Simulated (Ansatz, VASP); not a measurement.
**One calculation of Cl, two programs**

Contents of INCAR:

```
PREC     = Accurate       # precision mode
ENCUT    = 520            # plane-wave cutoff, eV
EDIFF    = 1E-6           # SCF threshold, eV
ISMEAR   = -1             # smearing method
SIGMA    = 0.05           # smearing width, eV
LREAL    = False          # projectors in reciprocal space
LASPH    = True           # aspherical terms in the spheres
NELM     = 100            # most SCF steps
ALGO     = Normal         # electronic algorithm
ISIF     = 2              # what is computed and relaxed
LWAVE    = False          # write WAVECAR
LCHARG   = True           # write CHGCAR
LELF     = True           # ELF
LVHAR    = True         
NBANDS   = 22             # bands
```

KPOINTS

```
regular mesh
0
Gamma
  7 7 4
```

POSCAR

```
Cl
1.0
    3.1238919815     -2.2348988739      0.0000000000
    3.1238919815      2.2348988739      0.0000000000
    0.0000000000      0.0000000000      8.1548976686
Cl
4
Direct
    0.3700000000      0.6300000000      0.4000000000
    0.1300000000      0.8700000000      0.9000000000
    0.6300000000      0.3700000000      0.6000000000
    0.8700000000      0.1300000000      0.1000000000
```

The input input.yaml:

```yaml
crystal:
  lattice:
    - [3.1238919815, -2.2348988739, 0.0]
    - [3.1238919815, 2.2348988739, 0.0]
    - [0.0, 0.0, 8.1548976686]
  atoms:
    - { symbol: Cl, position: [0.37, 0.63, 0.4] }
    - { symbol: Cl, position: [0.13, 0.87, 0.9] }
    - { symbol: Cl, position: [0.63, 0.37, 0.6] }
    - { symbol: Cl, position: [0.87, 0.13, 0.1] }
hamiltonian:
  xc: lda
  pseudopotentials: { kind: paw }
kpoints:
  mp_grid: { grid: [7, 7, 4] }
scf:
  occupations: { method: fermi_dirac, width: 0.05 }
output:
  forces: true
  stress: true
  eigenvalues: true
  write_density: true
  write_potential: true
  elf: true
  volumetric_format: npy
```

Alike in both runs: task single point; functional LDA; k mesh 7 × 7 × 4; occupations fermi-dirac, width 0.05 eV; no spin polarisation.

```csv
,VASP,Ansatz
version,VASP 6.6.1,Ansatz 0.2.0
potentials or method,"VASP PAW LDA potentials, release 64 (Cl)",Ansatz PAW
plane-wave cutoff (eV),520,420
valence electrons in the cell,28,28
```

```csv
,VASP,Ansatz,Ansatz less VASP
gap on the k mesh at the Fermi level (eV),2.43,2.40,-0.032
least direct gap on the mesh (eV),2.49,2.46,-0.033
pressure (GPa),-2.3,-1.9,+0.33
largest component of the traceless stress (GPa),1.01,0.76,-0.258
rms of the force components (eV/Å),0.071,0.077,+0.0057
```

Atom by atom the forces differ by 0.087 eV/Å (rms over components).

Caveats: an odd mesh through Γ misses points on the zone boundary, where band edges often lie (VASP); odd divisions of the mesh miss points on the zone boundary, where band edges often lie, so the gap on the mesh can be too wide (Ansatz); the PAW data sets come from PBE, with cores solved anew for the run's functional, which leaves a small shift of forces and pressure (Ansatz). Expect the measured gap to be larger: semilocal functionals such as LDA lack the derivative discontinuity.
